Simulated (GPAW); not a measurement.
Wanted: an ASE script for a GPAW 26.7.0 run.

* Task: band structure
* Functional: PBEsol
* Potentials or basis: PAW data sets generated in the run's folder for this functional
* Cutoff: 600 eV
* Basis: pw
* k mesh: 9 × 9 × 4
* Occupations: fermi-dirac, width 0.05 eV
* Spin: collinear spin, ferromagnetic start
* Starting moments: [2.0, 2.0] μB
* Hubbard terms: V d U = 2 eV
* Maxiter: 150
* Band path: GMKGALHA,LM,KH
* Band points: 80

V:

```xyz
2
Lattice="2.6043 0.0000 0.0000 -1.3021 2.2554 0.0000 0.0000 0.0000 4.7233" Properties=species:S:1:pos:R:3 pbc="T T T"
V     0.0000    1.5036    1.1808
V     1.3021    0.7518    3.5425
```

This isn't the form of V at room conditions, which is bcc.

The input as run:

run.py

```python
from ase import Atoms
from ase.dft.bandgap import bandgap
from ase.io import write
from ase.units import GPa
from gpaw import GPAW, PW, setup_paths

setup_paths.insert(0, '.')

atoms = Atoms(['V', 'V'],
              cell=[[2.6042941027, 0.0, 0.0],
                    [-1.3021470513, 2.2553848518, 0.0],
                    [0.0, 0.0, 4.723336]],
              scaled_positions=[[0.3333333333, 0.6666666667, 0.25],
                                [0.6666666667, 0.3333333333, 0.75]],
              pbc=True)
atoms.set_initial_magnetic_moments([2.0, 2.0])

calc = GPAW(mode=PW(600),
            xc='PBEsol',
            kpts={'size': (9, 9, 4), 'gamma': True},
            occupations={'name': 'fermi-dirac', 'width': 0.05},
            setups={'V': ':d,2.0'},
            nbands=26,
            convergence={'density': 1e-05, 'energy': 1e-05},
            maxiter=150,
            txt='gpaw.txt')
atoms.calc = calc
energy = atoms.get_potential_energy()
forces = atoms.get_forces()
stress = atoms.get_stress()
calc.write('gs.gpw')
write('result.traj', atoms)
print(f'Energy: {energy:.6f} eV')
print('Forces (eV/A):')
print(forces.round(4))
print('Stress (GPa):', (stress / GPa).round(3))
print('Moments:', calc.get_magnetic_moments().round(3))
print('Fermi level:', round(calc.get_fermi_level(), 4), 'eV')
print(f'Gap: {bandgap(calc)[0]:.4f} eV, direct: {bandgap(calc, direct=True)[0]:.4f} eV')

path = atoms.cell.bandpath('GMKGALHA,LM,KH', npoints=80, eps=1e-4)
bs_calc = calc.fixed_density(kpts=path, symmetry='off', nbands=37,
                             convergence={'bands': 'CBM+6.0', 'eigenstates': 1e-6}, txt='bands.txt')
bs = bs_calc.band_structure()
bs.write('bs.json')
print(f'Gap on the path: {bandgap(bs_calc)[0]:.4f} eV')
```

Potentials or basis: PAW data sets generated in the run's folder for this functional, pw.

Command:

```sh
$ gpaw-setup -f PBEsol V
$ OMP_NUM_THREADS=1 python run.py
```

It gave:

```json
{
 "Pressure": "-0.8 GPa",
 "Band gap along the path": "none (metal or under the smearing width)",
 "Net moment": "0.92 μB per cell",
 "Site moments": "V +0.39 μB"
}
```

Caveat: the U is typed as a test and isn't derived for this compound.

Run time: 110 s on 1 thread of Arm Neoverse V1, on a shared host, peak memory 0.29 GiB.
